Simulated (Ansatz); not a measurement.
A crystal relaxed with r2SCAN in Ansatz 0.2.0 has space group Fm-3m (No. 225) and a = 7.089 Å.

| atom | site | x | y | z |
| --- | --- | --- | --- | --- |
| Xx | 4a | 0.0000 | 0.0000 | 0.0000 |
| I | 4b | 0.5000 | 0.0000 | 0.0000 |

With r2SCAN the gap is 4.59 eV and direct, at Γ. With HSE06 the gap is 4.94 eV and direct, at Γ. PBE gives a direct gap of 3.94 eV at Γ. Meshes: r2SCAN 6×6×6, HSE06 4×4×4, PBE 6×6×6. r2SCAN's ε∞ is 2.7 in all directions.

Q: Which element is Xx?
A. Na
B. K
C. Rb
D. H

A: B. Xx is K: KI (Fm-3m) from a database of computed structures. K is surrounded by 6 I at 3.54 Å; I is surrounded by 6 K at 3.54 Å.

Spin-unpolarised throughout; all numbers are computed.

No spin-orbit coupling is included; it can move band edges with weight on the heavy atoms by tenths of an eV.

The meshes of the hybrids are coarse, so their gaps aren't converged to the digits shown.
